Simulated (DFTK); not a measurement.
Ge:

```
Ge
1.0
     0.00000    2.82891    2.82891
     2.82891    0.00000    2.82891
     2.82891    2.82891    0.00000
Ge
2
Direct
  0.75000 0.75000 0.75000
  0.50000 0.50000 0.50000
```

Base run:

| Item | Value |
| --- | --- |
| Program | DFTK 0.8.2 |
| Functional | r2SCAN |
| Potentials or basis | in-house norm-conserving set (r2SCAN, scalar relativistic) |
| Cutoff | 1225 eV |
| k mesh | 5 × 5 × 5 |
| Occupations | fermi-dirac, width 0.05 eV |
| Spin | no spin polarisation |

Its results: band gap on the k mesh 0.46 eV, direct; pressure 0.6 GPa.

Q: The run is repeated on the same cell with these changes: functional from r2SCAN to TASK. What comes out?

A: Band gap on the k mesh 0.71 eV, direct; pressure 5.5 GPa.

Caveats: the potentials were made for another functional, which shifts forces and pressure (some runs).

Not every run made on this cell is shown here.
